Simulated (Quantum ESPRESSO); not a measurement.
**BAs in Quantum ESPRESSO: convergence with density cutoff**

Input of the first run (density cutoff 144 Ry); the others differ in this setting and in those tied to it:

The input pw.in:

```
&CONTROL
  calculation = 'scf'
  prefix = 'pwscf'
  outdir = './tmp'
  pseudo_dir = './pseudo'
  tprnfor = .true.
  tstress = .true.
  disk_io = 'nowf'
/
&SYSTEM
  ibrav = 0
  nat = 2
  ntyp = 2
  ecutwfc = 36
  ecutrho = 144
  nbnd = 15
  occupations = 'smearing'
  smearing = 'mv'
  degauss = 0.00999582
/
&ELECTRONS
  conv_thr = 4d-10
  electron_maxstep = 120
  mixing_beta = 0.5
/
ATOMIC_SPECIES
B     10.8100 B.LDA_PW-JTH.UPF
As    74.9216 As.LDA_PW-JTH.UPF
CELL_PARAMETERS angstrom
   2.9343700000    0.0000000000    0.0000000000
   0.0000000000    2.9343700000    0.0000000000
   0.0000000000    0.0000000000    2.9343700000
ATOMIC_POSITIONS crystal
B      0.5000000000    0.5000000000    0.5000000000
As     0.0000000000    0.0000000000    0.0000000000
K_POINTS automatic
9 9 9 0 0 0
```

Potentials or basis: JTH 2.0 LDA.

Launch:

```console
$ OMP_NUM_THREADS=1 pw.x -in pw.in > pw.out
```

The cell was built by a generator and needn't be a form met in nature.

Hardware: 1 thread of Arm Neoverse V2 (shared host).

```csv
density cutoff,"energy less the tightest run, at zero smearing (meV/atom)",SCF cycles,CPU time (s),peak memory (GiB)
144 Ry,-0.04,7,4.4,0.05
180 Ry,-0.06,7,4.6,0.05
216 Ry,-0.03,7,4.7,0.06
252 Ry,-0.04,7,4.9,0.07
288 Ry,-0.03,7,5.3,0.08
360 Ry,-0.01,7,5.8,0.1
432 Ry,0.00,7,6.3,0.13
576 Ry,0.00,7,7.4,0.18
```

Against the tightest run, the energy stays within 1 meV/atom from 144 Ry on. The tightest run that finished is the yardstick and may itself not be fully converged.
